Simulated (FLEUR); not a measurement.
## NaH under changes of volume

One of the cells (14.527 Å³/atom); the others are scaled copies at fixed shape and fractional positions:

```
CELL_PARAMETERS angstrom
0.00000 2.44000 2.44000
2.44000 0.00000 2.44000
2.44000 2.44000 0.00000
ATOMIC_POSITIONS crystal
Na 0.00000 0.00000 0.00000
H 0.50000 0.50000 0.50000
```

```yaml
Program: FLEUR MaX-R8.1 (later development tree)
Functional: r2SCAN
Potentials_or_basis: all-electron
Basis: FLAPW
Kmax: 4.1 1/bohr
k_mesh: 9 × 9 × 9
Occupations: fermi-dirac, width 0.05 eV
Spin: no spin polarisation
```

```tsv
volume (Å³/atom)	energy over the lowest point (meV/atom)	gap on the mesh (eV)
13.655	0.00	4.66
13.946	0.02	4.62
14.527	?	?
15.108	8.15	4.47
15.398	11.83	4.43
```

Q: What does the run at 14.527 Å³/atom give?

A: Energy over the lowest point 2.60 meV/atom; gap on the mesh 4.56 eV.

Worked out: A Birch-Murnaghan fit of order 2 (a polynomial in V^(-2/3)) to the other rows has its minimum at 13.80 Å³/atom with B0 = V·E''(V) = 25 GPa. It gives 2.63 meV/atom at 14.527 Å³/atom, against the run's 2.60. A straight line through the other rows of the gap, of slope -1.9 eV per unit of ln V, gives 4.54 eV, against the run's 4.56.

Energies are extrapolated to zero smearing.

Caveats: the meta-GGA is that of a development version, with a GGA for the radial functions and cores and without core tails; an odd mesh through Γ misses points on the zone boundary, where band edges often lie.
